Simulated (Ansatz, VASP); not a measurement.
## Sn: VASP beside Ansatz

```xyz
1
Lattice="-1.8690 1.8690 1.8690 1.8690 -1.8690 1.8690 1.8690 1.8690 -1.8690" Properties=species:S:1:pos:R:3 pbc="T T T"
Sn    0.0000    0.0000    0.0000
```

This isn't the form of Sn at room conditions, which is tetragonal (white tin).

Alike in both runs: task single point; functional PBEsol; k mesh 11 × 11 × 11; no spin polarisation.

```csv
,VASP,Ansatz
version,VASP 6.6.1,Ansatz 0.2.0
potentials or method,"VASP PAW PBE potentials, release 64 (Sn_d)","plane waves, PAW"
plane-wave cutoff (eV),520,420
occupations,"fermi-dirac, width 0.1 eV",fermi-dirac
valence electrons in the cell,14,14
```

|  | VASP | Ansatz | Ansatz less VASP |
| --- | --- | --- | --- |
| pressure (GPa) | 0.3 | 0.4 | +0.06 |

Caveats: the PAW data sets were made with another functional, which shifts forces and pressure a little (VASP).
